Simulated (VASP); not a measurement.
# SiO2 (fluorite): a HSE06 single-point calculation in VASP

INCAR

```
HFSCREEN = 0.2079
IBRION = -1
PRECFOCK = Fast
EDIFF = 1E-7
LWAVE = .FALSE.
NSW = 0
NBANDS = 15
ALGO = Normal
SIGMA = 0.01
LCHARG = .FALSE.
PREC = Accurate
ISIF = 2
ISTART = 1
ENCUT = 520
NELM = 120
ISMEAR = 0
LHFCALC = .TRUE.
AEXX = 0.25
LREAL = .FALSE.
LASPH = .TRUE.
GGA = PE
```

The run starts from the orbitals of a PBE run on the same cell and mesh.

KPOINTS

```
KPOINTS created by Atomic Simulation Environment
0
Gamma
6 6 6
0 0 0
```

KPOINTS_OPT

```
special points
6
Reciprocal
0.0000000000 0.0000000000 0.0000000000 1
0.5000000000 0.0000000000 0.5000000000 1
0.5000000000 0.2500000000 0.7500000000 1
0.3750000000 0.3750000000 0.7500000000 1
0.5000000000 0.5000000000 0.5000000000 1
0.6250000000 0.2500000000 0.6250000000 1
```

POSCAR

```
Si O
 1.0000000000000000
    -0.0000000000000000    2.2641691162216273    2.2641691162216273
     2.2641691162216273   -0.0000000000000000    2.2641691162216273
     2.2641691162216273    2.2641691162216273   -0.0000000000000000
 Si  O
   1   2
Cartesian
 -0.0000000000000000  0.0000000000000000 -0.0000000000000000
  1.1320845581108139  1.1320845581108139  1.1320845581108139
  3.3962536743324403  3.3962536743324403  3.3962536743324403
```

VASP ran with the recommended PBE PAW datasets (16 valence electrons in the cell).

OSZICAR

```
N       E                     dE             d eps       ncg     rms          rms(c)
DAV:   1    -0.250225309526E+02   -0.25023E+02   -0.44114E-01   480   0.599E+00    0.206E+00
DAV:   2    -0.250225268866E+02    0.40660E-05   -0.13827E-02   564   0.929E-01    0.165E+00
DAV:   3    -0.250193555391E+02    0.31713E-02   -0.14728E-03   522   0.335E-01    0.957E-01
DAV:   4    -0.250186911569E+02    0.66438E-03   -0.40969E-04   536   0.166E-01    0.517E-01
DAV:   5    -0.250184669986E+02    0.22416E-03   -0.13397E-04   536   0.101E-01    0.274E-01
DAV:   6    -0.250184036586E+02    0.63340E-04   -0.48397E-05   515   0.627E-02    0.147E-01
DAV:   7    -0.250183862099E+02    0.17449E-04   -0.10211E-05   557   0.289E-02    0.796E-02
DAV:   8    -0.250183809918E+02    0.52181E-05   -0.24140E-06   522   0.138E-02    0.427E-02
DAV:   9    -0.250183795121E+02    0.14797E-05   -0.74301E-07   557   0.756E-03    0.223E-02
DAV:  10    -0.250183791676E+02    0.34445E-06   -0.19379E-07   503   0.409E-03    0.121E-02
DAV:  11    -0.250183790972E+02    0.70353E-07   -0.64721E-08   394   0.246E-03
   1 F= -.25018379E+02 E0= -.25018379E+02  d E =-.396590E-62
       N       E                     dE             ncg
DAV:   1     0.596558664196E+03   -0.32498E+04      196
DAV:   2     0.144090997529E+03   -0.45247E+03      229
DAV:   3     0.123287163236E+03   -0.20804E+02      208
DAV:   4     0.123049084485E+03   -0.23808E+00      229
DAV:   5     0.123047892253E+03   -0.11922E-02      222
DAV:   6     0.123047885227E+03   -0.70256E-05      229
DAV:   7     0.123047885174E+03   -0.53285E-07      175
```

From OUTCAR

```
k-points           NKPTS =     16   k-points in BZ     NKDIM =    216   number of bands    NBANDS=     15

   NELECT =      16.0000    total number of electrons

   dimension x,y,z NGX =    24 NGY =   24 NGZ =   24
   dimension x,y,z NGXF=    48 NGYF=   48 NGZF=   48

  energy-cutoff  :      520.00
  volume of cell :       23.21
      direct lattice vectors                 reciprocal lattice vectors
     0.000000000  2.264169116  2.264169116    -0.220831561  0.220831561  0.220831561
     2.264169116  0.000000000  2.264169116     0.220831561 -0.220831561  0.220831561
     2.264169116  2.264169116  0.000000000     0.220831561  0.220831561 -0.220831561

 k-points in reciprocal lattice and weights: KPOINTS created by Atomic Simulation Env
   0.00000000  0.00000000  0.00000000       0.005
   0.16666667  0.00000000  0.00000000       0.037
   0.33333333  0.00000000  0.00000000       0.037
   0.50000000  0.00000000  0.00000000       0.019
   0.16666667  0.16666667  0.00000000       0.028
   0.33333333  0.16666667  0.00000000       0.111
   0.50000000  0.16666667  0.00000000       0.111
  -0.33333333  0.16666667  0.00000000       0.111
   ...

 E-fermi :   8.7121

 k-point     1 :       0.0000    0.0000    0.0000
  band No.  band energies     occupation
      1     -16.3130      2.00000
      2      -9.0828      2.00000
      3       2.3406      2.00000
      4       2.3406      2.00000
      5       2.3406      2.00000
      6       6.1449      2.00000
      7       6.1449      2.00000
      8       6.1449      2.00000
      9      12.3533      0.00000
     10      16.2360      0.00000
     11      16.2360      0.00000
     12      16.2360      0.00000
     13      22.8837      0.00000
     14      22.8837      0.00000
     15      25.1999      0.00000

 k-point     2 :       0.1667    0.0000    0.0000
  band No.  band energies     occupation
      1     -15.8929      2.00000
      2      -9.6197      2.00000
      3       2.0290      2.00000
      4       2.3738      2.00000
      5       2.3739      2.00000
      6       4.9924      2.00000
      7       5.6250      2.00000
      8       5.6251      2.00000
      9      13.9445      0.00000
     10      16.5999      0.00000
     11      17.0119      0.00000
     12      17.0119      0.00000
     13      23.6645      0.00000
     14      23.6645      0.00000
     15      26.6304      0.00000

 k-point     3 :       0.3333    0.0000    0.0000
  band No.  band energies     occupation
      1     -14.6988      2.00000
      2     -11.0626      2.00000
      3       1.3410      2.00000
      4       2.5887      2.00000
      5       2.5888      2.00000
      6       3.6196      2.00000
      7       4.5154      2.00000
      8       4.5154      2.00000
      9      15.7643      0.00000
     10      18.7151      0.00000
     11      19.0734      0.00000
     12      19.0734      0.00000
     13      24.6942      0.00000
     14      24.6943      0.00000
     15      27.5473      0.00000

 k-point     4 :       0.5000    0.0000    0.0000
  band No.  band energies     occupation
      1     -13.0507      2.00000
      2     -12.8437      2.00000
      3       0.9893      2.00000
      4       2.9357      2.00000
      5       2.9357      2.00000
      6       3.1381      2.00000
      7       3.7548      2.00000
      8       3.7548      2.00000
      9      16.5027      0.00000
     10      20.3339      0.00000
     11      20.7493      0.00000
     12      20.7494      0.00000
     13      24.3893      0.00000
     14      24.3893      0.00000
     15      27.0288      0.00000

 k-point     5 :       0.1667    0.1667    0.0000
  band No.  band energies     occupation
      1     -15.7625      2.00000
      2      -9.6935      2.00000
      3       1.5359      2.00000
      4       1.5359      2.00000
      5       2.9682      2.00000
      6       3.8086      2.00000
      7       6.5261      2.00000
      8       6.5261      2.00000
      9      13.7041      0.00000
     10      15.4994      0.00000
     11      17.9532      0.00000
     12      17.9532      0.00000
     13      23.6854      0.00000
     14      23.9111      0.00000
     15      27.2941      0.00000

 k-point     6 :       0.3333    0.1667    0.0000
  band No.  band energies     occupation
      1     -14.8613      2.00000
      2     -10.6172      2.00000
      3       0.3885      2.00000
      4       1.1642      2.00000
      5       1.4222      2.00000
      6       4.9289      2.00000
      7       6.0399      2.00000
      8       6.2949      2.00000
      9      14.3415      0.00000
     10      17.0268      0.00000
     11      19.7286      0.00000
     12      19.9248      0.00000
     13      24.0187      0.00000
     14      24.7852      0.00000
     15      29.3010      0.00000

 k-point     7 :       0.5000    0.1667    0.0000
  band No.  band energies     occupation
      1     -13.3851      2.00000
      2     -12.1728      2.00000
      3      -0.7757      2.00000
      4       1.2059      2.00000
      5       1.4598      2.00000
      6       4.6548      2.00000
      7       5.4085      2.00000
      8       6.0726      2.00000
      9      15.7542      0.00000
     10      19.3588      0.00000
     11      21.2247      0.00000
     12      21.2733      0.00000
     13      22.8594      0.00000
     14      25.0569      0.00000
     15      29.9216      0.00000

 k-point     8 :      -0.3333    0.1667    0.0000
  band No.  band energies     occupation
      1     -13.8828      2.00000
      2     -11.7106      2.00000
      3      -0.7305      2.00000
      4       1.7966      2.00000
      5       2.4610      2.00000
      6       3.6437      2.00000
      7       4.3972      2.00000
      8       6.7973      2.00000
      9      15.9457      0.00000
     10      19.4960      0.00000
     11      19.5811      0.00000
     12      21.0631      0.00000
     13      22.4667      0.00000
     14      25.5156      0.00000
     15      29.8711      0.00000

 k-point     9 :      -0.1667    0.1667    0.0000
  band No.  band energies     occupation
      1     -15.2244      2.00000
      2     -10.3478      2.00000
      3       0.4907      2.00000
      4       2.8309      2.00000
      5       3.2201      2.00000
      6       3.3820      2.00000
      7       4.0125      2.00000
      8       6.8687      2.00000
      9      14.8918      0.00000
     10      17.2676      0.00000
     11      17.5478      0.00000
     12      19.3165      0.00000
     13      23.7327      0.00000
     14      24.7825      0.00000
     15      28.2941      0.00000

 k-point    10 :       0.3333    0.3333    0.0000
  band No.  band energies     occupation
      1     -14.3696      2.00000
      2     -10.6726      2.00000
      3      -1.5187      2.00000
      4       0.3143      2.00000
      5       0.3143      2.00000
      6       6.8609      2.00000
      7       7.1901      2.00000
      8       7.1901      2.00000
      9      12.7799      0.00000
     10      17.1254      0.00000
     11      21.5997      0.00000
     12      21.5997      0.00000
     13      23.3921      0.00000
     14      26.0331      0.00000
     15      30.7944      0.00000

 k-point    11 :       0.5000    0.3333    0.0000
  band No.  band energies     occupation
      1     -13.4459      2.00000
      2     -11.4068      2.00000
      3      -2.8221      2.00000
      4       0.0984      2.00000
      5       0.2415      2.00000
      6       6.6572      2.00000
      7       6.9495      2.00000
      8       7.9505      2.00000
      9      13.3743      0.00000
     10      18.9304      0.00000
     11      21.7020      0.00000
     12      22.7002      0.00000
     13      22.9413      0.00000
     14      26.8745      0.00000
     15      29.5928      0.00000

 k-point    12 :      -0.3333    0.3333    0.0000
  band No.  band energies     occupation
      1     -12.6364      2.00000
      2     -12.4843      2.00000
      3      -2.5566      2.00000
      4       0.5415      2.00000
      5       0.9920      2.00000
      6       5.2563      2.00000
      7       5.9075      2.00000
      8       8.0523      2.00000
      9      15.3874      0.00000
     10      20.0096      0.00000
     11      21.1908      0.00000
     12      21.2279      0.00000
     13      21.7122      0.00000
     14      26.4652      0.00000
     15      30.4276      0.00000

 k-point    13 :       0.5000    0.5000    0.0000
  band No.  band energies     occupation
      1     -13.3993      2.00000
      2     -11.0836      2.00000
      3      -3.6379      2.00000
      4      -0.1855      2.00000
      5      -0.1855      2.00000
      6       7.5194      2.00000
      7       7.5194      2.00000
      8       8.5963      2.00000
      9      12.1615      0.00000
     10      18.6931      0.00000
     11      21.9401      0.00000
     12      23.6845      0.00000
     13      23.6845      0.00000
     14      28.7314      0.00000
     15      28.7577      0.00000

 ...

  Total       -0.5598622     -0.5598622     -0.5598622      0.0000000      0.0000000      0.0000000
  in kB      -38.6398214    -38.6398214    -38.6398214      0.0000000      0.0000000      0.0000000
  external PRESSURE =     -38.6398214 kB  Pullay stress =       0.0000000 kB

 POSITION                                       TOTAL-FORCE (eV/Angst)
 -----------------------------------------------------------------------------------
      0.00000      0.00000      0.00000        -0.000000     -0.000000      0.000000
      1.13208      1.13208      1.13208         0.000000      0.000000      0.000000
      3.39625      3.39625      3.39625        -0.000000     -0.000000     -0.000000
 -----------------------------------------------------------------------------------
    total drift:                               -0.000030     -0.000034     -0.000033

  FREE ENERGIE OF THE ION-ELECTRON SYSTEM (eV)
  ---------------------------------------------------
  free  energy   TOTEN  =       -25.0183790972 eV

  energy  without entropy=      -25.0183790972  energy(sigma->0) =      -25.01837910
```

```
gap between bands v and c : 3.57 eV
least direct gap          : 3.57 eV
pressure                  : -3.9 GPa
```

Band v is the last that the valence electrons fill when counted band by band, and c is the next.
